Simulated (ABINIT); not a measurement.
Input of an ABINIT 10.8.3 (patched build) run:

The input run.abi:

```
# Pseudopotentials
pp_dirpath "./"
pseudos "Ti.upf, C.upf"

# Structure
acell 3*1.0
rprim
     0.0000000000     4.0926154775     4.0926154775
     4.0926154775     0.0000000000     4.0926154775
     4.0926154775     4.0926154775     0.0000000000
ntypat 2
znucl 22 6
natom 2
typat 1 2
xred
     0.0000000000     0.0000000000     0.0000000000
     0.5000000000     0.5000000000     0.5000000000

# Plane-wave basis
ecut 38.0

# k points
kptopt 1
ngkpt 8 8 8
nshiftk 1
shiftk 0.0 0.0 0.0

# Exchange and correlation
ixc -116133

# Bands and occupations
nband 12
occopt 3
tsmear 0.05 eV

# SCF cycle
nstep 100
tolvrs 1.0e-10

# Output
iomode 3
prtwf 0
prteig 0
prtebands 0
prtden 1
prtvha 1
prtvclmb 1
prtpot 1
prtelf 1
```

Potentials or basis: PseudoDojo NC SR PBEsol v0.4.1 standard.

Command:

```console
$ mpirun --bind-to none -np 4 abinit run.abi > log 2>&1
```

Task: Predict the band gap on the k mesh.

Result: None (metal or under the smearing width).

Task: Predict the pressure.

Result: -6.9 GPa.
